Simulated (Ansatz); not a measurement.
**ZnO: the cell at several levels of theory**

Cell and atoms of ZnO in the database structure are relaxed in turn with PBE, r2SCAN and PBEsol.

The runs shown are made with Ansatz 0.2.0. PAW datasets, plane waves, zero pressure. Computed at 0 K without zero-point motion; spin polarisation is off.

### 1 Starting point

Space group P4_2/mnm (No. 136), tetragonal; conventional cell a = 5.518 Å, c = 3.259 Å, 12.40 Å³ an atom. Around Zn lie 4 O at 1.94–2.01 Å; around O lie 4 Zn at 1.94–2.01 Å.

Coordinates:

```cif
data_structure
_symmetry_space_group_name_H-M 'P4_2/mnm'
_symmetry_Int_Tables_number 136
_cell_length_a 5.5176
_cell_length_b 5.5176
_cell_length_c 3.2588
_cell_angle_alpha 90.000
_cell_angle_beta 90.000
_cell_angle_gamma 90.000
_cell_volume 99.21
loop_
_atom_site_label
_atom_site_type_symbol
_atom_site_symmetry_multiplicity
_atom_site_Wyckoff_symbol
_atom_site_fract_x
_atom_site_fract_y
_atom_site_fract_z
_atom_site_occupancy
Zn1 Zn 4 g 0.18197 0.18197 0.50000 1
O1 O 4 f 0.81725 0.18275 0.50000 1
```

### 2 Relaxation with PBE

File input.yaml:

```yaml
crystal:
  lattice:
    - [5.51757007, 0.0, 0.0]
    - [0.0, 5.51757007, 0.0]
    - [0.0, 0.0, 3.25877877]
  atoms:
    - { symbol: Zn, position: [0.18197284, 0.18197284, 0.5] }
    - { symbol: Zn, position: [0.81802716, 0.81802716, 0.5] }
    - { symbol: Zn, position: [0.68197284, 0.31802716, 0.0] }
    - { symbol: Zn, position: [0.31802716, 0.68197284, 0.0] }
    - { symbol: O, position: [0.81724723, 0.18275277, 0.5] }
    - { symbol: O, position: [0.18275277, 0.81724723, 0.5] }
    - { symbol: O, position: [0.68275277, 0.68275277, 0.0] }
    - { symbol: O, position: [0.31724723, 0.31724723, 0.0] }
kpoints:
  mp_grid: { grid: [4, 4, 8] }
hamiltonian:
  xc: pbe
scf:
  occupations: { method: fermi_dirac, width: 0.02 }
relax:
  f_tol: 0.005
  cell: {}
```

Command:

```bash
$ ansatz run input.yaml --threads 4 --pin off --max-ram 6451MiB --backend cpu --events-out ev --progress --plain --runs-dir out
```

Further steps of the session: r2SCAN: cell and atoms; Relaxation with PBEsol.

Q: Predict the outcome of this session. Wanted: for each run, a; c; volume; space group; SCF geometries.

The runs gave:

| level | a (Å) | c (Å) | volume (Å³/atom) | space group | SCF geometries |
| --- | --- | --- | --- | --- | --- |
| PBE | 5.609 | 3.279 | 12.893 | P4_2/mnm | 8 |
| r2SCAN | 5.513 | 3.249 | 12.343 | P4_2/mnm | 6 |
| PBEsol | 5.516 | 3.240 | 12.322 | P4_2/mnm | 7 |

What this shows: The first relaxation changed the volume by +4.0 % from the start. PBEsol gives the smallest cell and PBE the largest; they differ by 4.6 % in volume, a mean of 1.5 % in length.
